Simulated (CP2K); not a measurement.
HgTe (Coloradoite) under changes of volume

One of the cells (33.215 Å³/atom); the others are scaled copies at fixed shape and fractional positions:

```xyz
2
Lattice="4.5460 0.0000 0.0000 2.2730 3.9369 0.0000 2.2730 1.3123 3.7118" Properties=species:S:1:pos:R:3 pbc="T T T"
Hg    0.0000    0.0000    0.0000
Te    6.8190    3.9369    2.7838
```

| Quantity | Value |
| --- | --- |
| Program | CP2K 2026.2 |
| Functional | r2SCAN |
| Potentials or basis | POTENTIAL_UZH Hg GTH-SCAN-q12, Te GTH-SCAN-q6; TZVP-MOLOPT-SCAN-GTH basis |
| Density cutoff | 9184 eV |
| k mesh | 7 × 7 × 7 |
| Occupations | fermi-dirac, width 0.01 eV |
| Spin | no spin polarisation |

| volume (Å³/atom) | energy over the lowest point (meV/atom) | pressure (GPa) |
| --- | --- | --- |
| 31.223 | ? | ? |
| 31.887 | 50.99 | 5.4 |
| 32.551 | 31.50 | 4.1 |
| 33.215 | 17.14 | 2.9 |
| 33.880 | 7.37 | 1.8 |
| 34.544 | 1.70 | 0.9 |
| 35.208 | 0.00 | 0.1 |

Task: What does the run at 31.223 Å³/atom give?

Result: Energy over the lowest point 76.25 meV/atom; pressure 6.8 GPa.

Worked out: A Birch-Murnaghan fit of order 3 (a polynomial in V^(-2/3)) to the other rows has its minimum at 35.20 Å³/atom with B0 = V·E''(V) = 45 GPa and B' = 3.9. It gives 76.00 meV/atom at 31.223 Å³/atom, against the run's 76.25, and -dE/dV = 6.8 GPa, against 6.8.

Energies are extrapolated to zero smearing.

Caveats: the basis of atomic orbitals isn't converged, which shifts pressures, moduli and gaps.
